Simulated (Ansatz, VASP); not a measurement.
# One calculation of Si2Ni, two programs

Contents of INCAR:

```
PREC = Accurate
ENCUT = 520
EDIFF = 1E-6
ISMEAR = 0
SIGMA = 0.1
LREAL = F
LASPH = T
NELM = 60
ALGO = Normal
ISIF = 2
LWAVE = F
LCHARG = T
GGA = PS
LELF = T
LVHAR = T
NBANDS = 16
```

The input KPOINTS:

```
regular mesh
0
Gamma
  14 14 14
```

Contents of POSCAR:

```
Si2Ni
1.0
    0.0000000000      2.6406418549      2.6406418549
    2.6406418549      0.0000000000      2.6406418549
    2.6406418549      2.6406418549      0.0000000000
Si Ni
2 1
Direct
    0.2500000000      0.2500000000      0.2500000000
    0.7500000000      0.7500000000      0.7500000000
    0.0000000000      0.0000000000      0.0000000000
```

Input for Ansatz:

```yaml
crystal:
  lattice:
    - [0.0, 2.6406418503, 2.6406418503]
    - [2.6406418503, 0.0, 2.6406418503]
    - [2.6406418503, 2.6406418503, 0.0]
  atoms:
    - { symbol: Si, position: [0.25, 0.25, 0.25] }
    - { symbol: Si, position: [0.75, 0.75, 0.75] }
    - { symbol: Ni, position: [0.0, 0.0, 0.0] }
basis:
  ecutwfc: 420
kpoints:
  mp_grid: { grid: [14, 14, 14] }
hamiltonian:
  xc: pbesol
scf:
  occupations: { method: gaussian, width: 0.1 }
output:
  forces: true
  stress: true
  eigenvalues: true
  write_density: true
  write_potential: true
  elf: true
  volumetric_format: npy
```

Alike in both runs: task single point; functional PBEsol; k mesh 14 × 14 × 14; occupations gaussian, width 0.1 eV; no spin polarisation.

|  | VASP | Ansatz |
| --- | --- | --- |
| version | VASP 6.6.1 | Ansatz 0.2.0 |
| potentials or method | VASP PAW PBE potentials, release 64 (Si, Ni) | scalar-relativistic, plane waves, PAW |
| plane-wave cutoff (eV) | 520 | 420 |
| valence electrons in the cell | 18 | 26 |

```tsv
	VASP	Ansatz	Ansatz less VASP
gap on the k mesh at the Fermi level (eV)	none	none	-
pressure (GPa)	11.2	11.2	+0.01
```

A gap of «none» marks a metal or a gap that the smearing closes. With one functional, cell and mesh, what is left measures potentials, basis and numerics. The two sets of potentials don't hold the same shells in valence.

Caveats: the PAW data sets were made with another functional, which shifts forces and pressure a little (VASP). Spin polarisation is off, so any magnetic state and its effect on volume and gap are missing.
